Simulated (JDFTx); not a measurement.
WS2 under changes of volume

One of the cells (49.592 Å³/atom); the others are scaled copies at fixed shape and fractional positions:

```
CELL_PARAMETERS angstrom
3.18352 0.00000 0.00000
-1.59176 2.75701 0.00000
0.00000 0.00000 16.95058
ATOMIC_POSITIONS crystal
W 0.00000 0.00000 0.00000
S 0.33333 0.66667 0.09200
S 0.33333 0.66667 0.90800
```

| Item | Value |
| --- | --- |
| Program | JDFTx 1.7.0 (patched build) |
| Functional | PBEsol |
| Potentials or basis | PseudoDojo-SR-PBEsol-0.4.1-standard with smoothed tails |
| Cutoff | 1007 eV |
| Density cutoff | 8055 eV |
| k mesh | 10 × 10 × 2 |
| Occupations | fermi-dirac, width 0.05 eV |
| Spin | no spin polarisation |

```tsv
volume (Å³/atom)	energy over the lowest point (meV/atom)	gap on the mesh (eV)	largest force (eV/Å)
46.616	18.10	2.17	1.079
47.608	4.73	2.10	0.646
48.600	0.00	2.04	0.246
49.592	3.03	1.98	0.123
50.583	?	?	?
51.575	29.22	1.87	0.781
52.567	51.01	1.82	1.074
```

Q: What does the run at 50.583 Å³/atom give?

A: Energy over the lowest point 13.01 meV/atom; gap on the mesh 1.93 eV; largest force 0.465 eV/Å.

Worked out: A Birch-Murnaghan fit of order 3 (a polynomial in V^(-2/3)) to the other rows has its minimum at 48.69 Å³/atom with B0 = V·E''(V) = 61 GPa and B' = 4.4 at fixed shape and positions, which overstates the stiffness. It gives 13.00 meV/atom at 50.583 Å³/atom, against the run's 13.01. A straight line through the other rows of the gap, of slope -2.9 eV per unit of ln V, gives 1.93 eV, against the run's 1.93.

Energies are extrapolated to zero smearing.

Caveats: spin-orbit coupling is left out, which moves the levels of the heavy elements.

A mesh can miss the band edges.
